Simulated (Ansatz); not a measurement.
Sb under changes of volume

One of the cells (29.904 Å³/atom); the others are scaled copies at fixed shape and fractional positions:

```xyz
2
Lattice="3.1224 0.0000 0.0000 0.0000 4.3475 0.0000 -0.0389 0.0000 4.4059" Properties=species:S:1:pos:R:3 pbc="T T T"
Sb    0.0262    1.0869    1.0625
Sb    3.0573    3.2606    3.3433
```

This isn't the form of Sb at room conditions, which is rhombohedral.

* Program: Ansatz 0.2.0
* Functional: r2SCAN
* Potentials or basis: Ansatz PAW
* Cutoff: 500 eV (not typed: the program's choice for these potentials)
* k mesh: 9 × 6 × 6
* Occupations: fermi-dirac, width 0.05 eV
* Spin: no spin polarisation

```csv
volume (Å³/atom),energy over the lowest point (meV/atom),pressure (GPa),largest force (eV/Å)
28.110,12.28,3.1,0.136
28.708,3.53,1.6,0.098
29.306,0.00,0.3,0.065
29.904,1.04,-0.8,0.046
30.502,6.13,-1.8,0.050
31.100,?,?,?
31.698,26.66,-3.6,0.091
```

What does the run at 31.100 Å³/atom give?

Energy over the lowest point 14.80 meV/atom; pressure -2.8 GPa; largest force 0.069 eV/Å.

Worked out: A Birch-Murnaghan fit of order 3 (a polynomial in V^(-2/3)) to the other rows has its minimum at 29.46 Å³/atom with B0 = V·E''(V) = 59 GPa and B' = 5.1 at fixed shape and positions, which overstates the stiffness. It gives 14.82 meV/atom at 31.100 Å³/atom, against the run's 14.80, and -dE/dV = -2.8 GPa, against -2.8.

Energies are extrapolated to zero smearing.

Caveats: the PAW data sets come from PBE, with cores solved anew for the run's functional, which leaves a small shift of forces and pressure.
